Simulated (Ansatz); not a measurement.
Strain and the gap of LiF (zincblende)

LiF in the zincblende structure, relaxed with r2SCAN in the PAW code Ansatz. Space group F-43m (No. 216), cubic; a = 4.289 Å in the conventional setting, 9.86 Å³ an atom. Around Li lie 4 F at 1.86 Å; around F lie 4 Li at 1.86 Å.

The axes x, y and z are those of this cell:
```yaml
crystal:
  lattice:
    - [0.00000, 2.14461, 2.14461]
    - [2.14461, 0.00000, 2.14461]
    - [2.14461, 2.14461, 0.00000]
  atoms:
    - { symbol: Li, position: [0.00000, 0.00000, 0.00000] }
    - { symbol: F, position: [0.25000, 0.25000, 0.25000] }
```

Unstrained: The PBE gap is direct at Γ: 7.930 eV. The r2SCAN gap is direct at Γ: 8.663 eV. The HSE06 gap is direct at Γ: 10.111 eV. Meshes: PBE 10×10×10, r2SCAN 10×10×10, HSE06 8×8×8. Strains are changes of length per length. After each strain the atoms were relaxed again with r2SCAN within the symmetry that the strain leaves, so tilts or polar shifts that break it weren't tested; points keep the names that they have in the unstrained zone. All values are calculated for a non-magnetic cell, which may be hypothetical.

Changes of the least gap in eV (an overlap counts as a negative gap):

| strain | volume change (%) | space group | PBE | r2SCAN | HSE06 | energy rise, r2SCAN (meV/atom) |
| --- | --- | --- | --- | --- | --- | --- |
| epitaxial -0.47 % in the xy plane, free normal strain +0.74 % | -0.2 | I-4m2 | +0.003 | +0.005 | +0.004 | 0.1 |
| isotropic +3.9 % on every length | +12.2 | F-43m | -0.601 | -0.626 | -0.657 | 21.5 |
| uniaxial -3.24 % along [111] | -3.2 | R3m | +0.094 | +0.101 | +0.110 | 3.6 |

Epitaxial -0.47 % in the xy plane, free normal strain +0.74 %. HSE06: the gap goes from 10.111 to 10.115 eV (+0.004 eV); with r2SCAN the top three valence levels at Γ, degenerate before, become 2+1 from the top over 21 meV. Stress change with r2SCAN, compression positive: xx +0.20, yy +0.20, zz -0.04 GPa.

Isotropic +3.9 % on every length. HSE06: the gap goes from 10.111 to 9.454 eV (-0.657 eV). Stress change with r2SCAN, compression positive: xx -5.30, yy -5.30, zz -5.30 GPa. For HSE06, dE_g/d ln V = -5.7 eV over this step.

Uniaxial -3.24 % along [111], other directions held. HSE06: the gap goes from 10.111 to 10.221 eV (+0.110 eV); with r2SCAN the top three valence levels at Γ, degenerate before, become 1+2 from the top over 126 meV. Stress change with r2SCAN, compression positive: xx +2.04, yy +2.04, zz +2.04, xy +0.76, xz +0.76, yz +0.76 GPa.

The meshes of the hybrids are coarse, so their gaps aren't converged to the digits shown.

The splittings at Γ are without spin-orbit coupling, which regroups them where it is of like size or larger.
